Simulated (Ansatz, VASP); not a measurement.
NaCl in VASP and in Ansatz

```
Na Cl
1.0
     0.00000    2.68672    2.68672
     2.68672    0.00000    2.68672
     2.68672    2.68672    0.00000
Na Cl
1 1
Direct
  0.00000 0.00000 0.00000
  0.50000 0.50000 0.50000
```

Alike in both runs: task single point; functional r2SCAN; k mesh 6 × 6 × 6; occupations gaussian, width 0.05 eV; no spin polarisation.

|  | VASP | Ansatz |
| --- | --- | --- |
| version | VASP 6.6.1 | Ansatz 0.2.0 |
| potentials or method | VASP PAW PBE potentials, release 64 (Na_pv, Cl) | scalar-relativistic, plane waves, PAW |
| plane-wave cutoff (eV) | 520 | 500 |
| valence electrons in the cell | 14 | 16 |

VASP gave:

```
gap on the k mesh at the Fermi level (eV) : 6.59
least direct gap on the mesh (eV)         : 6.59
pressure (GPa)                            : 4.3
```

Task: What did Ansatz give for the same quantities?

Result: gap on the k mesh at the Fermi level (eV): 6.57; least direct gap on the mesh (eV): 6.57; pressure (GPa): 4.8.

The two sets of potentials don't hold the same shells in valence.

Caveats: the PAW data sets were made with another functional, which shifts forces and pressure a little (VASP). r2SCAN opens gaps a little over a GGA but as a rule still falls short of measured ones.
